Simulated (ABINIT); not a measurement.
# SnTe (Fm-3m) in ABINIT: a series of runs

One crystal, SnTe, is run at these levels: LDA; tasks: relaxation of cell and atoms, single point.

Everything below comes from runs of ABINIT 10.8.3 (patched build). Logs are shortened: lines on timing, memory, paths and dates and some standing lists are left out, and cuts for length are marked. The log counts tension as positive stress, the text compression.

### 1 The crystal as given

It takes space group Fm-3m (No. 225, cubic). Conventional cell: a = 6.302 Å, b = 6.302 Å, c = 6.302 Å, α = 90.00°, β = 90.00°, γ = 90.00°. Te (site symmetry m-3m) is surrounded by 6 Sn at 3.15 Å. Around Sn (site symmetry m-3m) lie 6 Te at 3.15 Å.

### 2 Relaxation of cell and atoms, LDA

Input file run.abi:

```
pp_dirpath "./"
pseudos "Te.upf, Sn.upf"

acell 8.4205719959 8.4205719959 8.4205719959
rprim
     0.0000000000     0.7071067812     0.7071067812
     0.7071067812     0.0000000000     0.7071067812
     0.7071067812     0.7071067812     0.0000000000
ntypat 2
znucl 52 50
natom 2
typat 1 2
chkprim 0
chksymtnons 0
tolsym 1.0e-6
xred
            1/2            1/2            1/2
            0.0            0.0            0.0

ecut 40.0
ecutsm 0.5

kptopt 1
ngkpt 5 5 5
nshiftk 1
shiftk 0.0 0.0 0.0

ixc 7

nband 19
occopt 3
tsmear 0.05 eV

nstep 80
tolvrs 1.0e-12

iomode 3
prteig 0
prtebands 0
prtwf 0
prtden 0

ionmov 2
optcell 2
ntime 50
tolmxf 2.0e-5
dilatmx 1.08
```

Potentials or basis: PseudoDojo NC SR LDA v0.4.1 standard.

The run is started by

```sh
$ mpirun --bind-to none -np 4 abinit run.abi > log 2>&1
```

run.abo:

```text
.Version 10.8.3 of ABINIT
 Symmetries : space group Fm -3 m (#225); Bravais cF (face-center cubic)
================================================================================
 Values of the parameters that define the memory need of the present run
     intxc =       0    ionmov =       2      iscf =       7    lmnmax =       6
     lnmax =       6     mgfft =      54  mpssoang =       3    mqgrid =    3001
     natom =       2  nloc_mem =       1    nspden =       1   nspinor =       1
    nsppol =       1      nsym =      48    n1xccc =    2501    ntypat =       2
    occopt =       3   xclevel =       1
       mpw =        6447          nfft =      157464          nkpt =          10
================================================================================
================================================================================

--------------------------------------------------------------------------------
------------- Echo of variables that govern the present computation ------------
--------------------------------------------------------------------------------
 -outvars: echo values of preprocessed input variables --------
            acell      8.4205719959E+00  8.4205719959E+00  8.4205719959E+00 Bohr
              amu      1.27600000E+02  1.18710000E+02
          chkprim           0
      chksymtnons           0
          dilatmx      1.08000000E+00
             ecut      4.00000000E+01 Hartree
           ecutsm      5.00000000E-01 Hartree
           ionmov           2
              ixc           7
         kptrlatt        5    0    0      0    5    0      0    0    5
          kptrlen      4.21028600E+01
            natom           2
            nband          19
            ngfft          54      54      54
             nkpt          10
            nstep          80
             nsym          48
            ntime          50
           ntypat           2
           occopt           3
          optcell           2
           prtden           0
        prtebands           0
           prteig           0
            prtwf           0
            rprim      0.0000000000E+00  7.0710678120E-01  7.0710678120E-01
                       7.0710678120E-01  0.0000000000E+00  7.0710678120E-01
                       7.0710678120E-01  7.0710678120E-01  0.0000000000E+00
          spgroup         225
           tolmxf      2.00000000E-05
           tolsym      1.00000000E-06
           tolvrs      1.00000000E-12
           tsmear      1.83746611E-03 Hartree
            typat      1  2
           xangst      3.1508499979E+00  3.1508499979E+00  3.1508499979E+00
                       0.0000000000E+00  0.0000000000E+00  0.0000000000E+00
            xcart      5.9542435599E+00  5.9542435599E+00  5.9542435599E+00
                       0.0000000000E+00  0.0000000000E+00  0.0000000000E+00
             xred      5.0000000000E-01  5.0000000000E-01  5.0000000000E-01
                       0.0000000000E+00  0.0000000000E+00  0.0000000000E+00
            znucl       52.00000   50.00000

================================================================================

 chkinp: Checking input parameters for consistency.

================================================================================
== DATASET  1 ==================================================================

--- !DatasetInfo
iteration_state: {dtset: 1, }
dimensions: {natom: 2, nkpt: 10, mband: 19, nsppol: 1, nspinor: 1, nspden: 1, mpw: 6447, }
cutoff_energies: {ecut:  40.0, pawecutdg:  -1.0, }
electrons: {nelect:   3.00000000E+01, charge:   0.00000000E+00, occopt:   3.00000000E+00, tsmear:   1.83746611E-03, }
meta: {optdriver: 0, ionmov: 2, optcell: 2, iscf: 7, paral_kgb: 0, }
...

 Exchange-correlation functional for the present dataset will be:
  LDA: Perdew-Wang 92 LSD fit to Ceperley-Alder data - ixc=7
  J.P.Perdew and Y.Wang, PRB 45, 13244 (1992)

 Real(R)+Recip(G) space primitive vectors, cartesian coordinates (Bohr,Bohr^-1):
 R(1)=  0.0000000  5.9542436  5.9542436  G(1)= -0.0839737  0.0839737  0.0839737
 R(2)=  5.9542436  0.0000000  5.9542436  G(2)=  0.0839737 -0.0839737  0.0839737
 R(3)=  5.9542436  5.9542436  0.0000000  G(3)=  0.0839737  0.0839737 -0.0839737
 Unit cell volume ucvol=  4.2219179E+02 bohr^3
 Angles (23,13,12)=  6.00000000E+01  6.00000000E+01  6.00000000E+01 degrees

 getcut: wavevector=  0.0000  0.0000  0.0000  ngfft=  54  54  54
         ecut(hartree)=     46.656   => boxcut(ratio)=   2.08633

--- Pseudopotential description ------------------------------------------------
- pspini: atom type   1  psp file is ./Te.upf
  52.00000  16.00000  180309                  znucl, zion, pspdat
12 -1012 2 -1 1278                            pspcod,pspxc,lmax,lloc,mmax
     nproj     2     2     2

- pspini: atom type   2  psp file is ./Sn.upf
  50.00000  14.00000  180309                  znucl, zion, pspdat
12 -1012 2 -1 1608                            pspcod,pspxc,lmax,lloc,mmax
     nproj     2     2     2

   2.05907911E+03                                ecore*ucvol(ha*bohr**3)
--------------------------------------------------------------------------------

================================================================================

=== [ionmov= 2] Broyden-Fletcher-Goldfarb-Shanno method (forces)
================================================================================

--- Iteration: ( 1/50) Internal Cycle: (1/1)
--------------------------------------------------------------------------------

---SELF-CONSISTENT-FIELD CONVERGENCE--------------------------------------------

--- !BeginCycle
iteration_state: {dtset: 1, itime: 1, icycle: 1, }
solver: {iscf: 7, nstep: 80, nline: 4, wfoptalg: 0, }
tolerances: {tolvrs: 1.00E-12, }
...

     iter   Etot(hartree)      deltaE(h)  residm     vres2
 ETOT  1  -182.89543990301    -1.829E+02 3.677E-01 8.766E+01
 ETOT  2  -183.22762876947    -3.322E-01 5.541E-03 3.897E+01
 ETOT  3  -183.23091417758    -3.285E-03 1.235E-04 3.042E+00
 ETOT  4  -183.23118613672    -2.720E-04 1.863E-05 5.112E-03
 ETOT  5  -183.23118651805    -3.813E-07 5.345E-06 3.430E-04
 ETOT  6  -183.23118655723    -3.918E-08 6.364E-07 2.704E-05
 ETOT  7  -183.23118655939    -2.161E-09 2.685E-07 4.418E-07
 ETOT  8  -183.23118655944    -5.045E-11 3.629E-08 4.408E-08
 ETOT  9  -183.23118655945    -9.805E-12 1.381E-08 2.947E-09
 ETOT 10  -183.23118655946    -2.359E-12 2.128E-09 1.176E-13
[... 344 lines left out ...]
 Gradient of E wrt nuclear positions in reduced coordinates (gred)
  0.00000000000000E+00  0.00000000000000E+00  0.00000000000000E+00
  0.00000000000000E+00  0.00000000000000E+00  0.00000000000000E+00
 Scale of Primitive Cell (acell) [bohr]
  8.32838516217164E+00  8.32838516217163E+00  8.32838516217163E+00
 Real space primitive translations (rprimd) [bohr]
  0.00000000000000E+00  5.88905762450499E+00  5.88905762450499E+00
  5.88905762450498E+00  0.00000000000000E+00  5.88905762450498E+00
  5.88905762450498E+00  5.88905762450498E+00  0.00000000000000E+00
 Unitary Cell Volume (ucvol) [Bohr^3]=  4.08476811473312E+02
 Angles (23,13,12)= [degrees]
  6.00000000000000E+01  6.00000000000000E+01  6.00000000000000E+01
 Lengths [Bohr]
  8.32838516217164E+00  8.32838516217163E+00  8.32838516217163E+00
 Stress tensor in cartesian coordinates (strten) [Ha/bohr^3]
  6.99358121223487E-08  0.00000000000000E+00  0.00000000000000E+00
  0.00000000000000E+00  6.99358121102056E-08  0.00000000000000E+00
  0.00000000000000E+00  0.00000000000000E+00  6.99358121067362E-08
 Total energy (etotal) [Ha]= -1.83231552417454E+02

 Difference of energy with previous step (new-old):
           Absolute (Ha)=-5.30068E-07
           Relative     =-2.89289E-09

 At Broyd/MD step   4, gradients are converged :
  max grad (force/stress) = 6.9936E-06 < tolmxf= 2.0000E-05 ha/bohr (free atoms)

================================================================================

 ----iterations are completed or convergence reached----

 Mean square residual over all n,k,spin=   11.007E-15; max=  20.906E-13
 reduced coordinates (array xred) for    2 atoms
       0.500000000000      0.500000000000      0.500000000000
       0.000000000000      0.000000000000      0.000000000000
 rms dE/dt=  0.0000E+00; max dE/dt=  0.0000E+00; dE/dt below (all hartree)
    1       0.000000000000      0.000000000000      0.000000000000
    2       0.000000000000      0.000000000000      0.000000000000

 cartesian coordinates (angstrom) at end:
    1      3.11635508646842     3.11635508646842     3.11635508646842
    2      0.00000000000000     0.00000000000000     0.00000000000000

 cartesian forces (hartree/bohr) at end:
    1     -0.00000000000000    -0.00000000000000    -0.00000000000000
    2     -0.00000000000000    -0.00000000000000    -0.00000000000000
 frms,max,avg= 0.0000000E+00 0.0000000E+00   0.000E+00  0.000E+00  0.000E+00 h/b

 cartesian forces (eV/Angstrom) at end:
    1     -0.00000000000000    -0.00000000000000    -0.00000000000000
    2     -0.00000000000000    -0.00000000000000    -0.00000000000000
 frms,max,avg= 0.0000000E+00 0.0000000E+00   0.000E+00  0.000E+00  0.000E+00 e/A
 length scales=  8.328385162172  8.328385162172  8.328385162172 bohr
              =  4.407191628454  4.407191628454  4.407191628454 angstroms
 Fermi (or HOMO) energy (hartree) =   0.20750   Average Vxc (hartree)=  -0.38180
 Eigenvalues (hartree) for nkpt=  10  k points:
 kpt#   1, nband= 19, wtk=  0.00800, kpt=  0.0000  0.0000  0.0000 (reduced coord)
  -1.15731   -1.15731   -1.15709   -1.15709   -1.15709   -0.59652   -0.59652   -0.59615
  -0.59615   -0.59615   -0.27672    0.03083    0.12366    0.12366    0.12366    0.32917
   0.32917    0.32917    0.38048
      occupation numbers for kpt#   1
   2.00000    2.00000    2.00000    2.00000    2.00000    2.00000    2.00000    2.00000
   2.00000    2.00000    2.00000    2.00000    2.00000    2.00000    2.00000    0.00000
   0.00000    0.00000    0.00000
 prteigrs : prtvol=0 or 1, do not print more k-points.

--- !EnergyTerms
iteration_state     : {dtset: 1, itime: 4, icycle: 1, }
comment             : Components of total free energy in Hartree
kinetic             :  1.03588255382603E+02
hartree             :  4.36540945234815E+01
xc                  : -4.59701867151516E+01
Ewald energy        : -1.08699818934372E+02
psp_core            :  5.04087148387280E+00
local_psp           : -1.29757121571562E+02
non_local_psp       : -5.10876444610061E+01
internal            : -1.83231550292133E+02
'-kT*entropy'       : -2.12532035985269E-06
total_energy        : -1.83231552417454E+02
total_energy_eV     : -4.98598454528204E+03
band_energy         : -1.75382009133118E+01
...

 Cartesian components of stress tensor (hartree/bohr^3)
  sigma(1 1)=  6.99358121E-08  sigma(3 2)=  0.00000000E+00
  sigma(2 2)=  6.99358121E-08  sigma(3 1)=  0.00000000E+00
  sigma(3 3)=  6.99358121E-08  sigma(2 1)=  0.00000000E+00

-Cartesian components of stress tensor (GPa)         [Pressure= -2.0576E-03 GPa]
- sigma(1 1)=  2.05758263E-03  sigma(3 2)=  0.00000000E+00
- sigma(2 2)=  2.05758263E-03  sigma(3 1)=  0.00000000E+00
- sigma(3 3)=  2.05758263E-03  sigma(2 1)=  0.00000000E+00

== END DATASET(S) ==============================================================
================================================================================

 -outvars: echo values of variables after computation  --------
            acell      8.3283851622E+00  8.3283851622E+00  8.3283851622E+00 Bohr
           etotal     -1.8323155242E+02
            fcart     -0.0000000000E+00 -0.0000000000E+00 -0.0000000000E+00
                      -0.0000000000E+00 -0.0000000000E+00 -0.0000000000E+00
            rprim      0.0000000000E+00  7.0710678119E-01  7.0710678119E-01
                       7.0710678119E-01  0.0000000000E+00  7.0710678119E-01
                       7.0710678119E-01  7.0710678119E-01  0.0000000000E+00
           strten      6.9935812122E-08  6.9935812110E-08  6.9935812107E-08
                       0.0000000000E+00  0.0000000000E+00  0.0000000000E+00
           xangst      3.1163550865E+00  3.1163550865E+00  3.1163550865E+00
                       0.0000000000E+00  0.0000000000E+00  0.0000000000E+00
             xred      5.0000000000E-01  5.0000000000E-01  5.0000000000E-01
                       0.0000000000E+00  0.0000000000E+00  0.0000000000E+00
 Calculation completed.
```

Run time: 58 s. Hardware: 4 MPI ranks of Arm Neoverse V1, shared host; peak memory 0.4 GiB.

What came out:

| Property | Result |
| --- | --- |
| Free energy | -4985.9845 eV |
| Relaxed volume | 30.27 Å³/atom |
| Relaxed cell | a = 4.407 Å, b = 4.407 Å, c = 4.407 Å, α = 60.00°, β = 60.00°, γ = 60.00° |
| Space group after relaxing (to 0.05 Å) | Fm-3m (No. 225) |
| Energy gained by relaxing | 5.0 meV/atom |
| Ionic steps | 4 |
| Pressure after relaxing | 0.0 GPa |

Step by step:
```csv
step,energy change (eV),largest force (eV/Å),pressure (GPa),volume (Å³)
1,0.0000,0.0000,-1.52,62.56
2,-0.0026,0.0000,-1.32,62.27
3,-0.0099,0.0000,0.06,60.45
4,-0.0100,0.0000,0.00,60.53
```

Final structure:
```
Te Sn
1.0
     0.00000    3.11636    3.11636
     3.11636    0.00000    3.11636
     3.11636    3.11636    0.00000
Te Sn
1 1
Direct
  0.50000 0.50000 0.50000
  0.00000 0.00000 0.00000
```

Caveat: this odd mesh misses L, where the gap lies, so gap, dielectric constants and Born charges aren't listed. Spin-orbit coupling is left out, which matters for the levels of Te.

### 3 Single point, LDA (cell relaxed)

Input file run.abi:

```
pp_dirpath "./"
pseudos "Te.upf, Sn.upf"

acell 8.328385166 8.328385166 8.328385166
rprim
     0.0000000000     0.7071067812     0.7071067812
     0.7071067812     0.0000000000     0.7071067812
     0.7071067812     0.7071067812     0.0000000000
ntypat 2
znucl 52 50
natom 2
typat 1 2
xred
     0.5000000000     0.5000000000     0.5000000000
     0.0000000000     0.0000000000     0.0000000000
chkprim 0
chksymtnons 0
tolsym 1.0e-6

ecut 1088.455450 eV

kptopt 1
ngkpt 5 5 5
nshiftk 1
shiftk 0.0 0.0 0.0

ixc 7

nband 19
occopt 3
tsmear 0.05 eV

nstep 100
tolvrs 1.0e-10

iomode 3
prtwf 0
prtden 0
prteig 0
prtebands 0
enunit 1
```

Potentials or basis: PseudoDojo NC SR LDA v0.4.1 standard.

The run is started by

```sh
$ mpirun --bind-to none -np 4 abinit run.abi > log 2>&1
```

Wall time 12 s (4 MPI ranks of Arm Neoverse V1, shared host); peak memory 0.32 GiB.

Results (log left out):

| Item | Value |
| --- | --- |
| Free energy | -4985.9846 eV |
| Pressure | 0.0 GPa |
| Valence electrons inside the program's atomic spheres | Te 11.93; Sn 10.52 |

Levels at points of the mesh, in eV from the Fermi level:
```
           k point  band 11  band 12  band 13  band 14  band 15  band 16  band 17  band 18  band 19
(0.00, 0.00, 0.00)   -13.18    -4.81    -2.28    -2.28    -2.28     3.31     3.31     3.31     4.71
```

Caveat: this odd mesh misses L, where the gap lies, so gap, dielectric constants and Born charges aren't listed.
